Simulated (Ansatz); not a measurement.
Relaxing InSb₂

Computed with DFT r2SCAN, scalar-relativistic, plane waves, PAW (Ansatz 0.2.0). Cutoff 500 eV, Γ-centred k mesh, Gaussian smearing, no spin polarisation in the final step.

The start puts InSb₂ on the rutile structure type (P4_2/mnm, No. 136), with In in place of Ti, Sb in place of O, at a guessed volume.

```
CELL_PARAMETERS angstrom
6.41430 0.00000 0.00000
0.00000 6.41430 0.00000
0.00000 0.00000 4.13146
ATOMIC_POSITIONS crystal
In 0.00000 0.00000 0.00000
In 0.50000 0.50000 0.50000
Sb 0.30600 0.30600 0.00000
Sb 0.19400 0.80600 0.50000
Sb 0.69400 0.69400 0.00000
Sb 0.80600 0.19400 0.50000
```

Cell and atoms relax at zero pressure; the relaxation can't lower the symmetry of the start. After a coarse first stage the cell is made exact in the group found at 0.06 Å.

Energies over the elements count from the elements' standard structures at the same level, with no empirical corrections.

(1) What does it relax into?

(2) What are its volume, energy, density and gap?

Results:

(1) It keeps P4_2/mnm (No. 136). The result has the rutile structure. Conventional cell: a = 6.744 Å, c = 4.501 Å. Around In lie 6 Sb at 2.89–2.95 Å; around Sb lie 3 In at 2.89–2.95 Å.

```
In Sb
1.0
     6.74413    0.00000    0.00000
     0.00000    6.74413    0.00000
     0.00000    0.00000    4.50055
In Sb
2 4
Direct
  0.00000 0.00000 0.00000
  0.50000 0.50000 0.50000
  0.30904 0.30904 0.00000
  0.19096 0.80904 0.50000
  0.69096 0.69096 0.00000
  0.80904 0.19096 0.50000
```

(2) The volume per atom is 34.12 Å³, the density is 5.81 g/cm³ and the energy over the elements is 0.47 eV/atom. The gap on the 6×6×8 mesh is 0 eV (a metal).

The final run used a 6×6×8 mesh on its 6-atom cell and 0.10 eV smearing. The k mesh leaves about 4 meV/atom of noise in metals. Spin–orbit coupling is left out. A structure relaxed within its symmetry needn't be a true minimum.

Cost: 3 runs of about 3.9 core-minutes in all, on Intel Xeon 6975P-C (Granite Rapids) (shared hosts).